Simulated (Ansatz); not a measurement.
# Ionic part of the dielectric constant of ZnS at 1 GPa, mode by mode

Method: DFT LDA, scalar-relativistic, plane waves, PAW in Ansatz 0.2.0. Cutoff 420 eV, 10×10×10 k-points (Γ-centred), fixed occupations. No spin polarisation. Phonons by linear response, acoustic sum rule imposed.

The structure is cubic, space group F-43m (No. 216). The conventional cell has a = 5.277 Å, b = 5.277 Å, c = 5.277 Å, α = 90.00°, β = 90.00°, γ = 90.00°. Around Zn (site symmetry -43m) lie 4 S at 2.28 Å. S (site symmetry -43m) is surrounded by 4 Zn at 2.28 Å.

The primitive cell has V = 36.73 Å³ and ε∞,yy = 6.181. Each polar mode adds Δε = (4.92064×10⁷/V)·S/ν² along y, with S its oscillator strength in e²/amu, ν in cm⁻¹ and V in Å³.

Question: From these modes, find each Δε and ε0,yy.
```json
{"ν (cm⁻¹)": "296.8", "S_yy (e²/amu)": "0.1655"}
```

Answer:
| ν (cm⁻¹) | Δε |
| --- | --- |
| 296.8 | 2.52 |

The sum is 2.517, so ε0,yy = 8.70; the run's tensor has 8.70.

Question: Where do the longitudinal modes lie for a wave vector along y?

Answer: At 352 cm⁻¹. The Lyddane–Sachs–Teller product Π(ν_LO/ν_TO)² = 1.41 matches ε0/ε∞ = 1.41.

Cost: 1 run of about 2.1 core-minutes, on Intel Xeon Processor @ 2.50GHz (Skylake/Cascade Lake) (shared hosts).

The static response of ZnS is mainly electronic: the lattice adds 2.52 to an ε∞ of 6.181. Zincblende has only one polar optical branch, in which the Zn and S sublattices move against each other, so a single mode carries the whole ionic term, and cubic symmetry makes it the same along every axis. The Zn–S bond is polar enough to give this mode a sizeable oscillator strength, but the stiff, partly covalent tetrahedral network keeps its frequency high and so limits the ionic contribution.

ε∞ lies clearly above the measured value for ZnS, most likely because LDA underestimates the band gap and so makes the electrons too polarisable. The transverse mode at 296.8 cm⁻¹ is also harder than experiment, more than such a modest pressure would explain, which suggests LDA overbinding and bonds that are too short. The excess electronic screening also weakens the long-range field that lifts the longitudinal mode. The Lyddane–Sachs–Teller match therefore confirms internal consistency, not the accuracy of either dielectric constant.
